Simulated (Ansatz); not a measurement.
NaCl:

```
Cl Na
1.0
     3.50219    0.00000    0.00000
     0.00000    3.50219    0.00000
     0.00000    0.00000    3.50219
Cl Na
1 1
Direct
  0.50000 0.50000 0.50000
  0.00000 0.00000 0.00000
```

Measurements of this composition are mostly on another form, of space group No. 225.

| Item | Value |
| --- | --- |
| Program | Ansatz 0.2.0 |
| Task | relaxation of cell and atoms |
| Functional | BLYP |
| Dispersion | D3(BJ) |
| Potentials or basis | Ansatz PAW |
| Cutoff | 420 eV (not typed: the program's choice for these potentials) |
| k mesh | 8 × 8 × 8 |
| Occupations | fermi-dirac, width 0.05 eV |
| Spin | no spin polarisation |

At the start: volume 21.48 Å³/atom.

Q: Where does the relaxation end?

A: It ends after 5 steps and the volume is 19.62 Å³/atom (-8.6 %); space group Pm-3m (No. 221, to 0.05 Å).

Step by step:
```tsv
step	energy change (eV)	largest force (eV/Å)	volume (Å³)
1	0.0000	0.0000	42.96
2	-0.0260	0.0000	40.67
3	-0.0311	0.0000	38.96
4	-0.0312	0.0000	39.24
5	-0.0311	0.0000	39.24
```

Final structure:
```
Cl Na
1.0
     3.39817    0.00000    0.00000
     0.00000    3.39817    0.00000
     0.00000    0.00000    3.39817
Cl Na
1 1
Cartesian
  1.6991 1.6991 1.6991
  0.0000 0.0000 0.0000
```

Caveat: the plane-wave basis is chosen anew once the cell has moved, so the energies of steps on either side of that aren't comparable; the PAW data sets come from PBE, with cores solved anew for the run's functional, which leaves a small shift of forces and pressure.
